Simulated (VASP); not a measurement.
**Te: relaxation of shape and atoms at fixed volume with r2SCAN**

Crystal: Te.

```xyz
3
Lattice="4.5118 0.0000 0.0000 -2.2559 3.9073 0.0000 0.0000 0.0000 5.7903" Properties=species:S:1:pos:R:3 pbc="T T T"
Te    1.1511    0.0000    1.9301
Te   -0.5755    0.9969    3.8602
Te    1.6804    2.9105    5.7903
```

The cell isn't the ideal one: a relaxed cell with its volume scaled by 0.94.

```yaml
Program: VASP 6.6.1
Task: relaxation of shape and atoms at fixed volume
Functional: r2SCAN
Potentials_or_basis: VASP PAW PBE potentials, release 64 (Te)
Cutoff: 600 eV
k_mesh: 9 × 9 × 6
Occupations: gaussian, width 0.03 eV
Spin: no spin polarisation
Further_INCAR_settings: ALGO = Normal; EDIFF = 1e-07; IBRION = 2; EDIFFG = -0.01; NSW = 40; ISIF = 4
```

The energy gained by relaxing is 14.3 meV/atom and the ionic steps are 4. The pressure after relaxing is 1.0 GPa and the largest force after relaxing is 0.007 eV/Å. The band gap on the k mesh is 0.32 eV, direct.

Forces on the atoms (eV/Å):
```
Te  -0.007  0.000  0.000
Te   0.003 -0.006  0.000
Te   0.003  0.006  0.000
```

The path:
```tsv
step	energy change (eV)	largest force (eV/Å)	pressure (GPa)
1	0.0000	0.4492	3.23
2	-0.0300	0.2279	2.22
3	-0.0423	0.0474	0.80
4	-0.0430	0.0067	1.02
```

Final structure:
```yaml
crystal:
  lattice:
    - [4.45549, 0.00000, 0.00000]
    - [-2.22774, 3.85856, 0.00000]
    - [0.00000, 0.00000, 5.93757]
  atoms:
    - { symbol: Te, position: [0.26643, 0.00000, 0.33333] }
    - { symbol: Te, position: [0.00000, 0.26643, 0.66667] }
    - { symbol: Te, position: [0.73357, 0.73357, 0.00000] }
```

Levels at points of the mesh, in eV from the valence-band top:
```
           k point  band 5  band 6  band 7  band 8  band 9  band 10  band 11  band 12  band 13
(0.00, 0.00, 0.00)   -2.86   -2.86   -1.73   -1.73   -0.87     1.13     1.13     1.80     5.34
(0.00, 0.00, 0.50)   -2.81   -2.81   -1.45   -1.09   -1.09     0.58     0.74     0.74     4.41
```

Wall time 16 min on 1 thread of Intel(R) Xeon(R) Platinum 8488C (Sapphire Rapids) (shared host), peak memory 0.31 GiB.

Caveat: the PAW data sets were made with another functional, which shifts forces and pressure a little; spin-orbit coupling is left out, which moves the levels of the heavy elements; an odd mesh through Γ misses points on the zone boundary, where band edges often lie.
